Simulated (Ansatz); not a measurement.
# SiO2: further runs on the relaxed cell

An exercise on one series of results from a longer session: the logs are not shown, and one member is left open.

Computed with Ansatz 0.2.0 (DFT r2SCAN, scalar-relativistic, plane waves, PAW, unless a step's input says otherwise).

1 further run of the same task is left out (set aside as unsound or not needed). Runs told in other sessions of the task aren't counted.

### The system as given

It takes space group Fddd (No. 70, orthorhombic). The conventional cell has a = 4.714 Å, b = 9.434 Å, c = 14.731 Å, α = 90.00°, β = 90.00°, γ = 90.00°. Si (site symmetry 2) is surrounded by 4 O at 1.60 to 1.62 Å. O (site symmetry -1) is surrounded by 2 Si at 1.60 Å. O (site symmetry 2) is surrounded by 2 Si at 1.62 Å.

Structure file:

```xyz
12
Lattice="0.0000 4.7168 7.3656 2.3572 0.0000 7.3656 2.3572 4.7168 0.0000" Properties=species:S:1:pos:R:3 pbc="T T T"
Si    3.5358    7.0752    8.2959
Si    2.3572    4.7168    4.6131
Si    2.3572    4.7168   10.1181
Si    3.5358    7.0752   13.8009
O     1.7679    5.8960    5.5242
O     1.7679    3.5376    9.2070
O     2.9465    5.8960    9.2070
O     2.9465    3.5376    5.5242
O     2.3572    1.7567    7.3656
O     2.3572    7.6768    7.3656
O     1.1786    4.1151    3.6828
O     1.1786    0.6017    3.6828
```

It goes back to an entry of the Materials Project, which need not be the stable form.

It is the result of an earlier relaxation at this level (volume 13.65 Å³/atom; gap on the mesh: 6.40 eV).

Set-up of the first run:

input.yaml

```yaml
crystal:
  lattice:
    - [0.0, 4.669144327, 7.2911993582]
    - [2.3333837508, 0.0, 7.2911993582]
    - [2.3333837508, 4.669144327, 0.0]
  atoms:
    - { symbol: Si, position: [0.5631505054, 0.5631505054, 0.9368494946] }
    - { symbol: Si, position: [0.3131505054, 0.3131505054, 0.6868494946] }
    - { symbol: Si, position: [0.6868494946, 0.6868494946, 0.3131505054] }
    - { symbol: Si, position: [0.9368494946, 0.9368494946, 0.5631505054] }
    - { symbol: O, position: [0.625, 0.125, 0.625] }
    - { symbol: O, position: [0.625, 0.625, 0.125] }
    - { symbol: O, position: [0.625, 0.625, 0.625] }
    - { symbol: O, position: [0.125, 0.625, 0.625] }
    - { symbol: O, position: [0.186221437, 0.813778563, 0.186221437] }
    - { symbol: O, position: [0.813778563, 0.186221437, 0.813778563] }
    - { symbol: O, position: [0.436221437, 0.063778563, 0.436221437] }
    - { symbol: O, position: [0.063778563, 0.436221437, 0.063778563] }
basis:
  ecutwfc: 500
kpoints:
  mp_grid: { grid: [6, 6, 6] }
hamiltonian:
  xc: r2scan
scf:
  occupations: { method: gaussian, width: 0.02 }
output:
  forces: true
  stress: true
  eigenvalues: true
relax:
  adjacent_minimum: "off"
  f_tol: 0.01
  max_steps: 30
  cell: { stress_tol: 0.1, fix: [volume] }
```

On the command line:

```bash
> ansatz run input.yaml --threads 2 --pin off --max-ram 5120MiB --backend cpu --events-out ev --progress --plain --runs-dir out
```

Among the steps run: Point at V/V0 = 0.97; The cell scaled to 1.03 of its volume; Volume × 0.94; Point at V/V0 = 1.06; Point at V/V0 = 0.91; Volume × 1.10; The cell scaled to 0.88 of its volume.

One table of the session follows, with a row left open; its other results are not shown here.

It belongs to the step «Energy against volume». 

```
volume (Å³/atom)  energy above the lowest point (meV/atom)  pressure (GPa)  gap on the mesh (eV)
          12.011                                      91.2           19.14                  6.65
          12.421                                      49.5           13.60                  6.66
          12.830                                      21.2            8.59                  6.62
          13.239                                         ?               ?                     ?
          13.649                                       0.0            0.00                  6.40
          14.058                                       4.8           -3.67                  6.23
          14.468                                      18.5           -6.98                  6.03
          15.014                                      49.1          -10.88                  5.76
```

Q: Estimate the row for volume (Å³/atom) = 13.239 from the others.

Worked estimate for «energy above the lowest point (meV/atom)». A straight line through the neighbours (12.830, 21.2) and (13.649, 0.0) gives 21.2 + (0.0 − 21.2) × (13.239 − 12.830) / (13.649 − 12.830) = 10.6; a parabola fitted to 4 rows on both sides gives 5.1.

**Answer.** energy above the lowest point (meV/atom): 5.1; pressure (GPa): 4.08; gap on the mesh (eV): 6.55. In «energy above the lowest point (meV/atom)» the line misses by +5.5 and the parabola by 0.0.
